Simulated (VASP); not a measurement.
# TiAl: single point with r2SCANh

The system is TiAl.

```
CELL_PARAMETERS angstrom
3.17906 0.00000 0.00000
0.00000 3.17906 0.00000
0.00000 0.00000 3.17906
ATOMIC_POSITIONS crystal
Ti 0.00000 0.00000 0.00000
Al 0.50000 0.50000 0.50000
```

The cell comes from a database or a generator and needn't be the stable form of this composition.

```json
{
 "Program": "VASP 6.6.1",
 "Task": "single point",
 "Functional": "r2SCANh",
 "Potentials or basis": "VASP PAW PBE potentials, release 64 (Ti_sv, Al)",
 "Cutoff": "520 eV",
 "k mesh": "4 × 4 × 4",
 "Occupations": "methfessel-paxton, width 0.1 eV",
 "Spin": "no spin polarisation",
 "Grid for exact exchange (PRECFOCK)": "Normal",
 "Exchange at q = 0": "truncated",
 "Further INCAR settings": "ALGO = Normal; EDIFF = 1.00e-06"
}
```

The pressure is -0.7 GPa and the band gap on the k mesh is none (metal or under the smearing width).

Levels at points of the mesh, in eV from the Fermi level:
| k point | band 5 | band 6 | band 7 | band 8 | band 9 | band 10 |
| --- | --- | --- | --- | --- | --- | --- |
| (0.00, 0.00, 0.00) | -10.51 | -2.05 | -2.05 | 2.34 | 2.34 | 2.34 |
| (0.50, 0.00, 0.00) | -6.95 | -6.13 | -1.11 | 0.46 | 0.46 | 2.56 |
| (0.50, 0.50, 0.00) | -5.66 | -2.75 | -2.75 | -2.08 | 1.11 | 1.11 |
| (0.50, 0.50, 0.50) | -3.63 | -3.63 | -3.63 | 1.16 | 3.03 | 3.03 |

Wall time 2.6 min on 1 thread of AMD EPYC 9R45 (Zen 5), with other jobs on the host, peak memory 0.12 GiB.

Caveat: the k mesh is coarse (spacing up to 0.49 Å⁻¹), so the values aren't converged, least of all with exact exchange; the PAW data sets were made with another functional, which shifts forces and pressure a little.
